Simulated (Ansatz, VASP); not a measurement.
MgS: VASP beside Ansatz

```xyz
2
Lattice="0.0000 2.8259 2.8259 2.8259 0.0000 2.8259 2.8259 2.8259 0.0000" Properties=species:S:1:pos:R:3 pbc="T T T"
Mg    0.0000    0.0000    0.0000
S     4.2388    4.2388    4.2388
```

Alike in both runs: functional PBEsol; k mesh 8 × 8 × 8; occupations gaussian, width 0.02 eV; no spin polarisation.

Ansatz relaxed the structure, and its values are those at the end. VASP's run is a single point on that final structure, the one shown.

|  | VASP | Ansatz |
| --- | --- | --- |
| version | VASP 6.6.1 | Ansatz 0.2.0 |
| potentials or method | VASP PAW PBE potentials, release 64 (Mg, S) | scalar-relativistic, plane waves, PAW |
| plane-wave cutoff (eV) | 520 | 420 |
| valence electrons in the cell | 8 | 16 |

Ansatz gave:

```
gap on the k mesh at the Fermi level (eV) : 3.32
least direct gap on the mesh (eV)         : 3.32
pressure (GPa)                            : 0.0
```

Task: Estimate VASP's values.

Result: gap on the k mesh at the Fermi level (eV): 3.32; least direct gap on the mesh (eV): 3.32; pressure (GPa): -0.1.

The functional is the same, so the differences come from potentials, cutoffs and numerics. The two sets of potentials don't hold the same shells in valence.

Caveats: the PAW data sets were made with another functional, which shifts forces and pressure a little (VASP). A hybrid or GW would open this gap; PBEsol tends to underestimate it. A k mesh can miss the band edges.
